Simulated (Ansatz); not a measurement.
Write the native input for Ansatz 0.2.0 that does the following.

```yaml
Task: single point
Functional: PBE
Potentials_or_basis: all-electron LAPW, scalar-relativistic
Cutoff: 477 eV (chosen from the basis error)
Basis_error_allowed: 0.001 eV/atom
k_mesh: 5 × 6 × 5
Occupations: fermi-dirac, width 0.05 eV
Spin: no spin polarisation
```

The system is HfO2.

```
CELL_PARAMETERS angstrom
5.21946 0.00000 0.00000
0.00000 5.00476 0.00000
0.00000 0.00000 5.03269
ATOMIC_POSITIONS crystal
Hf 0.96174 0.73212 0.73881
Hf 0.53227 0.73612 0.24181
Hf 0.46851 0.27142 0.75413
Hf 0.03721 0.26175 0.25080
O 0.62770 0.92668 0.88079
O 0.86841 0.93107 0.38357
O 0.23989 0.53269 0.49992
O 0.27614 0.54123 0.98841
O 0.76469 0.45560 0.99350
O 0.74308 0.45565 0.48763
O 0.12419 0.06382 0.87332
O 0.36004 0.07275 0.38158
```

The cell comes from a database or a generator and needn't be the stable form of this composition.

The cell isn't the ideal one: atoms moved at random, drawn with an rms of 0.05 Å.

These files were run (other wordings do the same):

input.yaml

```yaml
crystal:
  lattice:
    - [5.21946336, 0.0, 0.0]
    - [0.0, 5.00476369, 0.0]
    - [0.0, 0.0, 5.03268505]
  atoms:
    - { symbol: Hf, position: [0.961736, 0.732124, 0.738807] }
    - { symbol: Hf, position: [0.532267, 0.736118, 0.24181] }
    - { symbol: Hf, position: [0.468508, 0.271421, 0.754133] }
    - { symbol: Hf, position: [0.037215, 0.261747, 0.250796] }
    - { symbol: O, position: [0.627699, 0.926677, 0.880787] }
    - { symbol: O, position: [0.868412, 0.931074, 0.383574] }
    - { symbol: O, position: [0.239893, 0.532692, 0.499916] }
    - { symbol: O, position: [0.276144, 0.541232, 0.988407] }
    - { symbol: O, position: [0.76469, 0.455605, 0.9935] }
    - { symbol: O, position: [0.743075, 0.455651, 0.48763] }
    - { symbol: O, position: [0.124187, 0.063824, 0.873322] }
    - { symbol: O, position: [0.360041, 0.072751, 0.381578] }
kpoints:
  mp_grid: { grid: [5, 6, 5] }
scf:
  occupations: { method: fermi_dirac, width: 0.05 }
hamiltonian:
  xc: pbe
  pseudopotentials: { kind: all_electron, lapw: { basis_error: 0.001 } }
output:
  forces: true
  stress: true
  eigenvalues: true
  populations: true
```

Potentials or basis: all-electron LAPW, scalar-relativistic.

Run with:

```bash
$ ansatz run input.yaml --threads 8 --pin off --max-ram 20480MiB --backend cpu --events-out ev --progress --plain --runs-dir out
```

It gave:

```json
{
 "Pressure": "10.5 GPa",
 "Largest force": "1.253 eV/Å",
 "Band gap on the k mesh": "4.40 eV, indirect (least direct gap 4.69 eV)",
 "Loewdin charges": "Hf +1.40, +1.42, +1.41; O -0.66, -0.65, -0.67 e"
}
```

Caveat: spin-orbit coupling is left out, which moves the levels of the heavy elements; an odd mesh through Γ misses points on the zone boundary, where band edges often lie.

It took 7.3 min on 8 threads of Arm Neoverse V2, with other jobs on the host, peak memory 4.5 GiB.
